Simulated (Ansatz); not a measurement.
# Ionic part of the dielectric constant of LiBr, mode by mode

These are results of Ansatz, DFT PBEsol, scalar-relativistic, plane waves, PAW, not measurements. Cutoff 420 eV, 8×8×8 k-points (Γ-centred), fixed occupations. No spin polarisation. Phonons by linear response, acoustic sum rule imposed.

It takes space group Fm-3m (No. 225, cubic). The conventional cell has a = 5.411 Å, b = 5.411 Å, c = 5.411 Å, α = 90.00°, β = 90.00°, γ = 90.00°. Around Li (site symmetry m-3m) lie 6 Br at 2.71 Å. Around Br (site symmetry m-3m) lie 6 Li at 2.71 Å.

The primitive cell has V = 39.61 Å³ and ε∞,xx = 3.566. Each polar mode adds Δε = (4.92064×10⁷/V)·S/ν² along x, with S its oscillator strength in e²/amu, ν in cm⁻¹ and V in Å³.

Question: From these modes, find each Δε and ε0,xx.
```tsv
ν (cm⁻¹)	S_xx (e²/amu)
179.2	0.2337
```

Answer:
```tsv
ν (cm⁻¹)	Δε
179.2	9.04
```

The sum is 9.041, so ε0,xx = 12.61; the run's tensor has 12.61.

Question: Where do the longitudinal modes lie for a wave vector along x?

Answer: At 337 cm⁻¹. The Lyddane–Sachs–Teller product Π(ν_LO/ν_TO)² = 3.54 matches ε0/ε∞ = 3.54.